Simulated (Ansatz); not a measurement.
# Point defect: P on a Si site in HfSiO4

These are results of DFT PBE, scalar-relativistic, plane waves, PAW (Ansatz 0.2.0), not measurements. Run with 420 eV cutoff, 2×2×2 k-mesh, shifted by half a step, Gaussian smearing of 0.01 eV, collinear spin.

Host crystal, relaxed:

```
Hf Si O
1.0
    -3.32275    3.32275    3.00722
     3.32275   -3.32275    3.00722
     3.32275    3.32275   -3.00722
Hf Si O
2 2 8
Cartesian
  0.0000 3.3227 1.5036
  0.0000 0.0000 0.0000
  3.3227 0.0000 1.5036
  0.0000 0.0000 3.0072
  3.3227 2.0987 -1.0890
  4.5468 0.0000 0.4146
  0.0000 1.2241 1.9182
  2.0987 0.0000 0.4146
  3.3227 1.2241 2.5926
  1.2241 0.0000 4.0962
  3.3227 -1.2241 2.5926
  2.0987 3.3227 1.0890
```

Supercell of 48 atoms, rows in host cell vectors: 0 -1 1; 1 0 -1; 1 2 1. Atoms relax at the host's cell, keeping the symmetry that the supercell leaves at the site. The cell is small, so energies carry finite-size errors of tenths of an eV. The host's Kohn–Sham gap is 5.31 eV. Atoms are taken from and returned to the elements' standard states.

Spin-orbit coupling is left out, which matters for the bands and energies of heavy elements.

Defect: P on a Si site at (0.250, 0.750, 0.500) of the host cell.

(1) What is the formation energy of the neutral defect?

(2) Does the neutral defect carry a moment, and how do its surroundings relax?

## Answers

(1) 4.56 eV.

(2) It changes the cell's moment by 0.62 μB (a fraction, from partly filled bands). The nearest neighbours before are 4 O at 1.64 Å; after relaxation the atoms near the site are 4 O at 1.55 Å; the largest move is 0.09 Å.